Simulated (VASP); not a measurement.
Crystal: Mg2ZnO3.

```
CELL_PARAMETERS angstrom
3.48377 0.00000 0.00000
-1.74188 3.01703 0.00000
0.00000 0.00000 7.50354
ATOMIC_POSITIONS crystal
Mg 0.00000 0.00000 0.27286
Mg 0.00000 0.00000 0.72714
Zn 0.00000 0.00000 0.00000
O 0.33333 0.66667 0.00000
O 0.66667 0.33333 0.00000
O 0.00000 0.00000 0.50000
```

The cell was built by a generator and needn't be a form met in nature.

- Program: VASP 6.6.1
- Task: relaxation of cell and atoms
- Functional: PBE
- Potentials or basis: VASP PAW PBE potentials, release 64 (Mg, Zn, O)
- Cutoff: 520 eV
- k mesh: 5 × 5 × 2
- Occupations: gaussian, width 0.15 eV
- Spin: no spin polarisation

At the start: pressure 37.2 GPa; volume 13.14 Å³/atom.

Question: Where does the relaxation end?

Answer: Over 12 steps the energy falls by 503.3 meV/atom and the volume is 17.89 Å³/atom (+36.1 %); space group P6/mmm (No. 191, to 0.05 Å).

The path:
| step | energy change (eV) | largest force (eV/Å) | pressure (GPa) | volume (Å³) |
| --- | --- | --- | --- | --- |
| 1 | 0.0000 | 2.0841 | 37.16 | 78.87 |
| 2 | -2.4641 | 2.1155 | -8.58 | 118.82 |
| 3 | -2.8174 | 1.9371 | -0.30 | 105.36 |
| 4 | -2.8179 | 1.9640 | -1.15 | 106.09 |
| 5 | -2.9620 | 0.5697 | 0.94 | 106.94 |
| 6 | -2.9811 | 0.1689 | 0.33 | 106.74 |
| 7 | -3.0053 | 0.1184 | -0.26 | 107.34 |
| 8 | -3.0144 | 0.1138 | -0.59 | 107.85 |
| 9 | -3.0099 | 0.1555 | -1.29 | 108.85 |
| 10 | -3.0156 | 0.1202 | -1.01 | 108.28 |
| 11 | -3.0171 | 0.2597 | 0.29 | 106.53 |
| 12 | -3.0195 | 0.0749 | -0.22 | 107.33 |

Final structure:
```xyz
6
Lattice="3.7523 0.0000 0.0000 -1.8762 3.2496 0.0000 0.0000 0.0000 8.8020" Properties=species:S:1:pos:R:3 pbc="T T T"
Mg    0.0000    0.0000    2.6225
Mg    0.0000    0.0000    6.1795
Zn    0.0000    0.0000    0.0000
O     0.0000    2.1664    0.0000
O     1.8762    1.0832    0.0000
O     0.0000    0.0000    4.4010
```

Caveat: the k mesh is coarse (spacing up to 0.42 Å⁻¹), so the values aren't converged; the volume moved by over 15 % at a fixed basis, so the end points are rough.
